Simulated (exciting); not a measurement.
Crystal: BaS.

```xyz
2
Lattice="0.0000 3.1938 3.1938 3.1938 0.0000 3.1938 3.1938 3.1938 0.0000" Properties=species:S:1:pos:R:3 pbc="T T T"
Ba    0.0000    0.0000    0.0000
S     3.1938    3.1938    3.1938
```

Base run:

```yaml
Program: exciting (release sodium)
Functional: PBE
Potentials_or_basis: all-electron LAPW+lo, shipped species files, valence relativity iora*
rgkmax: 7.5
k_mesh: 5 × 5 × 5
Occupations: fermi-dirac, width 0.05 eV
Spin: spin-orbit coupling, no magnetisation
```

Its results: band gap on the k mesh 2.27 eV, indirect (least direct gap 2.36 eV).

The run is repeated on the same cell with these changes: functional from PBE to LDA. What comes out?

Band gap on the k mesh 2.07 eV, indirect (least direct gap 2.16 eV).

Caveats: the mesh misses the band edges, which the band path finds closer together.
